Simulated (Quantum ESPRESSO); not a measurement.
**NaF (Villiaumite) under changes of volume**

One of the cells (12.487 Å³/atom); the others are scaled copies at fixed shape and fractional positions:

```
CELL_PARAMETERS angstrom
0.00000 2.32000 2.32000
2.32000 0.00000 2.32000
2.32000 2.32000 0.00000
ATOMIC_POSITIONS crystal
Na 0.00000 0.00000 0.00000
F 0.50000 0.50000 0.50000
```

- Program: Quantum ESPRESSO 7.5
- Functional: LDA
- Potentials or basis: GBRV 1.5 LDA
- Cutoff: 612 eV
- Density cutoff: 4898 eV
- k mesh: 10 × 10 × 10
- Occupations: fermi-dirac, width 0.05 eV
- Spin: no spin polarisation

```tsv
volume (Å³/atom)	energy over the lowest point (meV/atom)	pressure (GPa)	gap on the mesh (eV)
11.738	0.00	-0.9	6.26
11.988	2.10	-2.0	6.14
12.237	?	?	?
12.487	11.27	-3.9	5.92
12.737	17.89	-4.7	5.82
12.987	25.70	-5.4	5.72
13.236	34.50	-6.0	5.63
```

Q: What does the run at 12.237 Å³/atom give?

A: Energy over the lowest point 5.97 meV/atom; pressure -3.0 GPa; gap on the mesh 6.03 eV.

Worked out: A Birch-Murnaghan fit of order 3 (a polynomial in V^(-2/3)) to the other rows has its minimum at 11.59 Å³/atom, just outside them, with B0 = V·E''(V) = 62 GPa and B' = 5.0. It gives 5.92 meV/atom at 12.237 Å³/atom, against the run's 5.97, and -dE/dV = -3.0 GPa, against -3.0. A straight line through the other rows of the gap, of slope -5.26 eV per unit of ln V (its deformation potential), gives 6.03 eV, against the run's 6.03.

Energies are extrapolated to zero smearing.

A mesh can miss the band edges.
